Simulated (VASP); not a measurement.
# MnO₂: Hubbard U by linear response

MnO₂, P4_2/mnm (no. 136), 12 atoms in the cell. PBEsol, linear-response Hubbard U; PAW potentials Mn_pv, O (PBE set).

Shifted element: Mn; Shifted shell (l): 2; Cell repeated: 1 × 1 × 2; Shifts (eV): -0.2, 0.2; Shifts on single spins too: yes.

## Input

INCAR.step1:
```
  PREC = Accurate
  ENCUT = 450
  EDIFF = 1E-7
  NELM = 200
  ALGO = Normal
  ISMEAR = 0
  SIGMA = 0.05
  LREAL = F
  LASPH = T
  LMAXMIX = 4
  LORBIT = 11
  LWAVE = T
  LCHARG = T
  GGA = PS
  ISPIN = 2
  MAGMOM = 5 5 -5 -5 0 0 0 0 0 0 0 0
  AMIX = 0.2
  BMIX = 1E-4
  AMIX_MAG = 0.8
  BMIX_MAG = 1E-4
```

INCAR.step2, as INCAR.step1 but for:
```
- LWAVE = T
- LCHARG = T
+ LWAVE = F
+ LCHARG = F
+ LDAU = T
+ LDAUTYPE = 3
+ LDAUL = 2 -1 -1
+ LDAUU = -0.2 0 0
+ LDAUJ = -0.2 0 0
+ LDAUPRINT = 1
+ ISTART = 1
+ ICHARG = 11
```

INCAR.step3, as INCAR.step2 but for:
```
- ICHARG = 11
+ ICHARG = 1
```

INCAR.step4, as INCAR.step3 but for:
```
- LDAUU = -0.2 0 0
- LDAUJ = -0.2 0 0
- ICHARG = 1
+ LDAUU = 0.2 0 0
+ LDAUJ = 0.2 0 0
+ ICHARG = 11
```

INCAR.step5, as INCAR.step4 but for:
```
- ICHARG = 11
+ ICHARG = 1
```

INCAR.step6, as INCAR.step5 but for:
```
- LDAUU = 0.2 0 0
- LDAUJ = 0.2 0 0
- ICHARG = 1
+ LDAUU = -0.2 0 0
+ LDAUJ = 0 0 0
+ ICHARG = 11
```

INCAR.step7, as INCAR.step6 but for:
```
- ICHARG = 11
+ ICHARG = 1
```

INCAR.step8, as INCAR.step7 but for:
```
- LDAUU = -0.2 0 0
- ICHARG = 1
+ LDAUU = 0.2 0 0
+ ICHARG = 11
```

INCAR.step9, as INCAR.step8 but for:
```
- ICHARG = 11
+ ICHARG = 1
```

INCAR.step10, as INCAR.step9 but for:
```
- LDAUU = 0.2 0 0
- LDAUJ = 0 0 0
- ICHARG = 1
+ LDAUU = 0 0 0
+ LDAUJ = -0.2 0 0
+ ICHARG = 11
```

INCAR.step11, as INCAR.step10 but for:
```
- ICHARG = 11
+ ICHARG = 1
```

INCAR.step12, as INCAR.step11 but for:
```
- LDAUJ = -0.2 0 0
- ICHARG = 1
+ LDAUJ = 0.2 0 0
+ ICHARG = 11
```

INCAR.step13, as INCAR.step12 but for:
```
- ICHARG = 11
+ ICHARG = 1
```

KPOINTS:
```
k-points
0
Gamma
  4 4 3
```

POSCAR:
```
MnO2
1.0
    4.4004184607      0.0000000000      0.0000000000
    0.0000000000      4.4004184607      0.0000000000
    0.0000000000      0.0000000000      5.7341558800
Mn Mn O
1 3 8
Direct
    0.5000000000      0.5000000000      0.2500000000
    0.5000000000      0.5000000000      0.7500000000
    0.0000000000      0.0000000000      0.0000000000
    0.0000000000      0.0000000000      0.5000000000
    0.8049161500      0.1950838500      0.2500000000
    0.8049161500      0.1950838500      0.7500000000
    0.6950838500      0.6950838500      0.0000000000
    0.6950838500      0.6950838500      0.5000000000
    0.1950838500      0.8049161500      0.2500000000
    0.1950838500      0.8049161500      0.7500000000
    0.3049161500      0.3049161500      0.0000000000
    0.3049161500      0.3049161500      0.5000000000
```

Commands (each step's output is kept before the next begins):
```
cat potpaw_PBE.64/Mn_pv/POTCAR potpaw_PBE.64/Mn_pv/POTCAR potpaw_PBE.64/O/POTCAR > POTCAR
cp INCAR.step1 INCAR
mpirun -np 8 vasp_std > vasp.out
cp CHGCAR CHGCAR.0
cp WAVECAR WAVECAR.0
cp INCAR.step2 INCAR
mpirun -np 8 vasp_std > vasp.out
cp CHGCAR.0 CHGCAR
cp WAVECAR.0 WAVECAR
cp INCAR.step3 INCAR
mpirun -np 8 vasp_std > vasp.out
cp CHGCAR.0 CHGCAR
cp WAVECAR.0 WAVECAR
cp INCAR.step4 INCAR
mpirun -np 8 vasp_std > vasp.out
cp CHGCAR.0 CHGCAR
cp WAVECAR.0 WAVECAR
cp INCAR.step5 INCAR
mpirun -np 8 vasp_std > vasp.out
cp CHGCAR.0 CHGCAR
cp WAVECAR.0 WAVECAR
cp INCAR.step6 INCAR
mpirun -np 8 vasp_std > vasp.out
cp CHGCAR.0 CHGCAR
cp WAVECAR.0 WAVECAR
cp INCAR.step7 INCAR
mpirun -np 8 vasp_std > vasp.out
cp CHGCAR.0 CHGCAR
cp WAVECAR.0 WAVECAR
cp INCAR.step8 INCAR
mpirun -np 8 vasp_std > vasp.out
cp CHGCAR.0 CHGCAR
cp WAVECAR.0 WAVECAR
cp INCAR.step9 INCAR
mpirun -np 8 vasp_std > vasp.out
cp CHGCAR.0 CHGCAR
cp WAVECAR.0 WAVECAR
cp INCAR.step10 INCAR
mpirun -np 8 vasp_std > vasp.out
cp CHGCAR.0 CHGCAR
cp WAVECAR.0 WAVECAR
cp INCAR.step11 INCAR
mpirun -np 8 vasp_std > vasp.out
cp CHGCAR.0 CHGCAR
cp WAVECAR.0 WAVECAR
cp INCAR.step12 INCAR
mpirun -np 8 vasp_std > vasp.out
cp CHGCAR.0 CHGCAR
cp WAVECAR.0 WAVECAR
cp INCAR.step13 INCAR
mpirun -np 8 vasp_std > vasp.out
```

## Result

- U (eV): 6.7
- U from spin-resolved response (eV): 7.0
- J from spin-resolved response (eV): 0.5
- Bare response (electrons/eV): 0.565
- Relaxed response (electrons/eV): 0.117

Electrons in the shifted shell, density kept fixed:

| Shift (eV) | Electrons |
|---|---|
| -0.20 | 4.821 |
| 0.00 | 4.931 |
| 0.20 | 5.047 |

Electrons in the shifted shell, density relaxed:

| Shift (eV) | Electrons |
|---|---|
| -0.20 | 4.908 |
| 0.00 | 4.931 |
| 0.20 | 4.955 |

Limits: The slopes are limited by the printed digits (0.001 electrons) and by how far each density was converged; the shifted site lies close to its own images, so U isn't converged with the cell.

VASP 6.6.1 took 167 s on 8 cores (Intel Xeon Platinum 8488C (Sapphire Rapids)), a shared host.
